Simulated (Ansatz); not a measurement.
# Ab initio dynamics of molten NaI (124 atoms), part 3 of 4

What local order and mobility does NaI (124 atoms) show in DFT dynamics?

Ansatz 0.2.0; Kohn-Sham DFT, PBE+D3(BJ), PAW (set soft_2, large core), plane waves.

The cell: 62 Na and 62 I. Sampling is at Γ alone, for a cell whose shortest periodic width is 18 Å. The levels lack spin–orbit coupling.

So far. Step 3 (Brought to 1040 K): Over the second half of 140 fs the temperature averages 1006 K with swings of 35 K r.m.s. From first frame to last Na has the largest mean square displacement, 0.69 Å² at the end; the farthest move is 1.74 Å. The run spans 0.14 ps, too short for its means to be equilibrium values. Step 4 (Liquid at 1040 K): Over the second half of 880 fs the temperature averages 961 K with swings of 58 K r.m.s. The conserved energy stays within 0.032 meV/atom, peak to peak.

## Step 6: Single point at the last frame

The last frame is solved again with fuller output, to read the electronic structure of a thermally displaced geometry.

input.yaml reads:

```yaml
crystal:
  lattice:
    - [18.0132, 0.0, 0.0]
    - [0.0, 18.0132, 0.0]
    - [0.0, 0.0, 18.0132]
  atoms:
    - { symbol: Na, position: [0.64477, 0.55006, 0.32801] }
    - { symbol: Na, position: [0.75291, 0.38054, 0.73362] }
    - { symbol: Na, position: [0.02637, 0.16805, 0.61479] }
    - { symbol: Na, position: [0.22423, 0.54065, 0.77004] }
    - { symbol: Na, position: [0.41556, 0.46378, 0.30456] }
    - { symbol: Na, position: [0.17351, 0.45174, 0.32417] }
    - { symbol: Na, position: [0.80103, 0.91475, 0.73633] }
    - { symbol: Na, position: [0.51696, 0.73292, 0.56558] }
    - { symbol: Na, position: [0.52643, 0.22826, 0.28333] }
    - { symbol: Na, position: [0.2518, 0.34961, 0.94732] }
    - { symbol: Na, position: [0.21608, 0.90423, 0.09106] }
    - { symbol: Na, position: [0.40339, 0.25813, 0.4576] }
    - { symbol: Na, position: [0.25719, 0.60433, 0.11274] }
    - { symbol: Na, position: [0.46508, 0.50509, 0.88541] }
    - { symbol: Na, position: [0.40121, 0.91626, 0.56466] }
    - { symbol: Na, position: [0.09874, 0.25088, 0.17023] }
    - { symbol: Na, position: [0.86297, 0.66367, 0.61322] }
    - { symbol: Na, position: [0.78064, 0.68545, 0.82838] }
    - { symbol: Na, position: [0.95751, 0.50402, 0.3014] }
    - { symbol: Na, position: [0.17511, 0.86304, 0.58979] }
    - { symbol: Na, position: [0.48879, 0.94703, 0.10504] }
    - { symbol: Na, position: [0.06807, 0.79273, 0.8504] }
    - { symbol: Na, position: [0.34327, 0.93264, 0.7672] }
    - { symbol: Na, position: [0.56278, 0.06643, 0.2991] }
    - { symbol: Na, position: [0.81901, 0.14572, 0.68805] }
    - { symbol: Na, position: [0.01161, 0.05835, 0.86] }
    - { symbol: Na, position: [0.32227, 0.19099, 0.72454] }
    - { symbol: Na, position: [0.80829, 0.68483, 0.0998] }
    - { symbol: Na, position: [0.95382, 0.14328, 0.35687] }
    - { symbol: Na, position: [0.55065, 0.60729, 0.00978] }
    - { symbol: Na, position: [0.74842, 0.03446, 0.1426] }
    - { symbol: Na, position: [0.2152, 0.10789, 0.48457] }
    [... 86 atom lines left out ...]
    - { symbol: I, position: [0.25921, 0.64431, 0.63327] }
    - { symbol: I, position: [0.58943, 0.40801, 0.80427] }
    - { symbol: I, position: [0.10699, 0.87421, 0.23042] }
    - { symbol: I, position: [0.35067, 0.29904, 0.30759] }
    - { symbol: I, position: [0.63756, 0.03214, 0.00096] }
    - { symbol: I, position: [0.94891, 0.70265, 0.95738] }
kpoints:
  mp_grid: { grid: [1, 1, 1] }
hamiltonian:
  xc: pbe
  pseudopotentials: { kind: paw, core: large }
  dispersion: d3bj
scf:
  occupations: { method: fermi_dirac, width: 0.09 }
output:
  forces: true
  stress: true
  populations: true
  dos:
    method: { smearing: { sigma: 0.15 } }
    de: 0.1
    projected: { site_lists: { I: [I], Na: [Na] } }
  eigenvalues: true
  write_density: true
  write_potential: true
  volumetric_format: npy
  elf: true
```

On the command line:

```
$ ansatz run input.yaml --threads 5 --pin off --max-ram 81920MiB --backend cuda --events-out ev --progress --plain --runs-dir out
```

Numbers of over 12 decimals in the logs are rounded to 6 here.

What it wrote:

```text
[...]
GPU FFT provider: cuFFT
GPU libraries: cuBLAS 13.8.2, cuFFT 12.4.0, cuSOLVER 12.3.4
Crystal: 124 atoms, lattice volume = 5844.840 Å³
Basis set: ecut = 420 eV, 114425 PW (Γ), exchange–correlation on 250×250×250 points (8 copies of the dense FFT grid, shifted against one another)
Bands: 620, of which v1, the nominal top of the filled ones, is band 496 counted from 1 (495 counted from 0)
Symmetry: 1 space group operations
[...]
k-points: 1
[...]
GPU buffer pool allocated for 1953125 grid points (all kernels)
[...]
SCF iter   1: F=—  HF=-412744.766844 eV  |F-HF|=—  |Δ(HF+E_count)|=         —  Δρ=3.64e-2  dr2=8.13e1  ethr=3.10e-3  ⟨swp⟩=8.0  Hψ=2668  notcnv=0  defer=41
[...]
SCF iter  11: F=-412707.396832 eV  HF=-412707.396832 eV  |F-HF|=6.92e-8  |Δ(HF+E_count)|=   2.62e-7  Δρ=4.69e-7  dr2=4.25e-8  ethr=1.01e-11  ⟨swp⟩=28.0  Hψ=6334  notcnv=0
SCF 1 converged in 11 iterations: F = -412707.396832 eV  dr2 = 4.25e-8
[...]
WARN: The input density's exchange-correlation potential varies sharply where the density is thin. Do not read a vacuum level from v_tot or v_xc, or from such a field of the output density. On a cell that repeats whose density bears no net charge and no dipole along the vacuum's axis use v_es (v_loc + v_h of the components); [...]
SCF converged after 11 iterations
Free energy (F): -412707.396832 eV
[...]
Internal energy: -412707.396746 eV  (E = F + TS)
E sigma→0 (E₀):  -412707.396789 eV
Entropy (-TS):   -0.000085 eV (-0.001 meV/atom)
Fermi energy:    1.737118 eV
[...]
--- Forces (eV/Å), atoms counted from 1 ---
  atom   1  Na     0.17296444    -0.24824340    -0.09775768
  atom   2  Na    -0.24836368    -0.70428012     0.16781746
  atom   3  Na     0.30377631     0.21879252     0.21611826
  atom   4  Na    -0.11295648    -0.15263778     0.01883202
  atom   5  Na     0.00084972    -0.16661247     0.03985416
  atom   6  Na    -0.12510828     0.01592384    -0.01507965
  atom   7  Na     0.32627987    -0.03961243    -0.26913713
  atom   8  Na     0.49784163     0.87964174     0.05886964
  atom   9  Na    -0.60245986     0.61592202    -0.28911248
  atom  10  Na    -0.28403816     0.44627700     0.39191411
  atom  11  Na    -0.04767344     0.11478976    -0.00497791
  atom  12  Na     0.12719182    -0.18168875     0.29379415
  atom  13  Na     0.09048279    -0.06857229     0.01020573
  atom  14  Na    -0.44321541     0.49844878    -0.67929171
[...]
atom 123  I      0.80869902    -1.09958074     1.23512260
  atom 124  I     -0.72298190    -0.17901953     0.02368060
  max |Σ_I F_I| component: 8.16e-5 eV/Å
--- Stress (GPa, compression-positive) ---
       -0.624806      -0.101199      -0.112641
       -0.101199      -0.215288      -0.111675
       -0.112641      -0.111675      -0.164944
  P = ⅓ Tr σ = -0.3350 GPa (-3.350 kbar)
--- Band table (eV) ---
[...]
--- Löwdin populations: 124 sites ---
  site symbol       q [e]
     0     Na      8.3654
     1     Na      8.3345
     2     Na      8.3003
[...]
123      I      7.6046
  spilling = 0.002896 (of n_electrons = 992.000000)
```

It took 5.2 s on 1 × NVIDIA H100 80GB HBM3 with 5 threads of AMD EPYC 7R13 (Zen 3), shared host; peak memory 2 GiB; 9.9 s of CPU time.

That memory is the host's; the program planned up to 11.6 GiB on the GPU.

The program notes that the exchange-correlation potential is rough where the density is thin.

Read from the output:

```yaml
free_energy: -412707.3968 eV
free_energy_per_atom: -3328.2855 eV/atom
scf_cycles: 11
pressure: -0.335 GPa
r_m_s_force_component: 0.411 eV/Å
longest_force: 2.555 eV/Å
fermi_energy: 1.737 eV
spacing_of_highest_filled_and_lowest_empty_level: 2.051 eV
spilling_of_the_projection: 0.002896
```

Length of the force by element:

```csv
element,coordination,atoms,mean length of the force (eV/Å),spread,least,most
I,all,62,0.616,0.431,0.133,2.55
Na,all,62,0.531,0.408,0.114,2.39
```

Löwdin charges by element (they lack the spilled electrons, 0.023 e an atom on average):

```csv
element,coordination,atoms,mean charge (e),spread,least,most
I,all,62,-0.616,0.0222,-0.673,-0.561
Na,all,62,0.662,0.0225,0.615,0.717
```

States in the cell by windows of 1 eV, zero at the Fermi level; the larger projections on atomic orbitals stand beside the total:

```csv
from (eV),to (eV),total,I p,Na s
-10,-5,0.0,0.0,0.0
-5,-4,12.5,10.7,1.6
-4,-3,122.4,112.2,8.8
-3,-2,169.3,163.4,4.1
-2,-1,66.9,65.3,0.9
-1,0,0.9,0.9,0.0
0,1,1.3,0.0,1.0
1,2,13.8,1.7,9.8
2,3,56.7,5.3,35.0
3,4,89.7,4.9,30.4
```

Between -26 and -10 eV lie 495 more states.

The stored curve holds about 867 of the 992 electrons; the rest, give or take the few that broadening carries across the Fermi level, lie in deeper levels below its range.

The levels nearest the highest filled one (over half full), pooled over k-points and spins:

```csv
level less the highest filled one (eV),occupation
-0.275,2
-0.226,2
-0.164,2
-0.046,2
-0.0228,2
0,2
2.05,0
2.65,0
2.72,0
2.78,0
2.9,0
2.95,0
```

ELF in the ac plane at fractional y = 0.152, with atoms of Na and I within 0.2 Å of it. It is the smooth field of the valence electrons, not physical close to the nuclei.

Ten even steps from '0' (0.00) to '9' (0.88), each cell a mean:
```
00000000002665049999984100135431000000000000
01245665302554037888752000012210000000000000
02689999973000012221100000000000001233221000
04898686997400000122332100000000012344321000
03798677997300003678876420000000001333210000
01478999852001101688876420000000000000000000
00012322100004520144432100000000002443000000
00000012344200100000000000000000004646200000
55510146777530000011221000000111100232000001
66610157777521000012320013200011100000000003
11000134332210000000000001100000000000000000
00000000011000111100000123443100000000000000
00012210132003677652002689999752000001100000
01467875200037899985103798779985100011110000
02799889961037899985103899779984100011101453
12997557983002467652002578887521000000004656
02799889961144201100000012222222100000000221
00257887510554600233310003688998730013566542
51001110000133115788751027986769950048999998
74000245666310014799862027986779840179868689
73003799999830121156531002589998610279977799
41015999779950121001100144212432100147899987
10014799999851012444410454610000000013456543
00001356763110058999861033202321000000001000
```
Columns run along a (18.0 Å), rows up along c (18.0 Å). Atoms in or near the plane, at fractional coordinates: Na at (0.82, 0.69), Na at (0.95, 0.36), Na at (0.29, 0.27), Na at (0.57, 0.06), I at (0.14, 0.83), I at (0.91, 0.17), I at (0.66, 0.21).

Electrostatic potential energy in the ac plane at fractional y = 0.152, with atoms of Na and I within 0.2 Å of it. With pseudopotentials it is smooth inside the atoms' cores, unlike the true potential.

Ten even steps from '0' (-49 eV) to '9' (6 eV), each cell a mean:
```
99999999997315899888999999999999999999999999
99999999998546899999999999999999999999999999
99998657899999999999999999999999999999999999
99982010489999999999999999999999999999999999
99984001599999999999999999999999999999999999
99999888999998889999999999999999999999999999
99999999999987788999999999999999998657899999
98999999999998889999999999999999986103899999
53689999999999999999999998899999998778899998
31489999999999999999999987789999999999999987
88899999999999999999999988899999999999999999
99999999888999999999999999999999999999999999
99999999878899999999999998889999999999999999
99999999999999999999999983004899999999999999
89986446999999988999999984115899999999998547
89970001799999999999999998889999999999997104
99985236899865799999999999999999999999999878
99999999998600489999999999987679999999999999
99999999999876899999999999820005999999865689
99999999999999889999999999830005999998302038
99999997668998878899999999987789999999511159
99999983005899888999999865789999999999988899
99999997558999999999998610389999999999999999
99999999999888999989999876789999999999999999
```
Columns run along a (18.0 Å; values clipped at the 3rd and 97th percentile), rows up along c (18.0 Å). Atoms in or near the plane, at fractional coordinates: Na at (0.82, 0.69), Na at (0.95, 0.36), Na at (0.29, 0.27), Na at (0.57, 0.06), I at (0.14, 0.83), I at (0.91, 0.17), I at (0.66, 0.21).

Mean Löwdin charges: I -0.62, Na +0.66 e. The largest share in the top eV of filled states is I p (98 % of the projected weight), and in the lowest eV of empty states Na s (79 % of the projected weight).

The surroundings of I86, which bears the longest force, nearest first, numbered as they follow in the input and with coordinates relative to it.

```csv
atom,x,y,z,distance (Å),bonds,Löwdin charge (e),Fx,Fy,Fz (eV/Å)
I86,0.00,0.00,0.00,0.00,5,-0.60,0.98,-2.26,0.68
Na36,-1.00,2.05,-1.04,2.51,5,0.67,-1.04,1.95,-0.92
Na18,2.71,0.73,-0.78,2.91,5,0.65,0.55,0.22,-0.02
Na30,-1.44,-0.68,2.49,2.95,5,0.65,-0.26,0.29,0.27
Na44,0.53,-0.87,-3.27,3.42,4,0.63,-0.41,-0.06,-0.02
I89,-3.62,0.88,0.86,3.82,4,-0.62,0.17,-0.23,-0.08
Na14,-2.98,-2.52,0.25,3.91,5,0.67,-0.44,0.50,-0.68
I83,1.69,3.56,-0.35,3.96,4,-0.62,-0.39,-0.01,0.66
```

The column of bonds counts only the pairs I-Na within 4.06 Å; other neighbours, such as metal atoms beside each other in a compound, aren't counted, and periodic images can show an atom twice.

(Part 3 of 4 ends here.)

[Logs are printed without paths, hosts, clocks, repeated set-up lines and the standing remarks that a program may print on its own settings, such as how far it seeks lower states.]

[Hosts, paths, dates, database ids (printed as entryN), source tags and the programs' standing remarks are cut or masked in the printed files.]
